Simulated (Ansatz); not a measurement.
**Question.** Ti$_{3}$SiC$_{2}$ in space group P6_3/mmc (No. 194; Si on 2b, C on 4f, Ti on 4f, Ti on 2a) is relaxed with plane-wave PAW PBE (Ansatz code). What lattice parameters of the conventional cell result?

**Answer.** a = 3.072 Å, c = 17.727 Å.

**Question.** Give the free coordinates with the occupied sites.

**Answer.** In one choice of origin and axes:

| atom | site | symmetry | x | y | z |
|---|---|---|---|---|---|
| Si | 2b | -6m2 | 0.0000 | 0.0000 | 0.2500 |
| C | 4f | 3m. | 0.6667 | 0.3333 | 0.0723 |
| Ti | 4f | 3m. | 0.3333 | 0.6667 | 0.1349 |
| Ti | 2a | -3m. | 0.0000 | 0.0000 | 0.0000 |

**Question.** Is it a metal or does it have a gap at this level?

**Answer.** No gap at this level.

The cell was relaxed with PBE under the symmetry of its start. The run is not spin-polarised.

Potentials: the later of the program's two PAW sets.
